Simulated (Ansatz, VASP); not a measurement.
**One calculation of Se, two programs**

```
CELL_PARAMETERS angstrom
1.94674 1.12395 1.58938
-1.94674 1.12395 1.58938
0.00000 -2.24790 1.58938
ATOMIC_POSITIONS crystal
Se 0.00000 0.00000 0.00000
```

Alike in both runs: functional PBE; k mesh 16 × 16 × 16; occupations gaussian, width 0.05 eV; no spin polarisation.

Ansatz relaxed the structure, and its values are those at the end. VASP's run is a single point on that final structure, the one shown.

```csv
,VASP,Ansatz
version,VASP 6.6.1,Ansatz 0.2.0
potentials or method,"VASP PAW PBE potentials, release 64 (Se)","scalar-relativistic, plane waves, PAW"
plane-wave cutoff (eV),520,420
valence electrons in the cell,6,16
```

```tsv
	VASP	Ansatz	Ansatz less VASP
gap on the k mesh at the Fermi level (eV)	none	none	-
pressure (GPa)	7.1	7.0	-0.06
```

A gap of «none» marks a metal or a gap that the smearing closes. The two sets of potentials don't hold the same shells in valence.
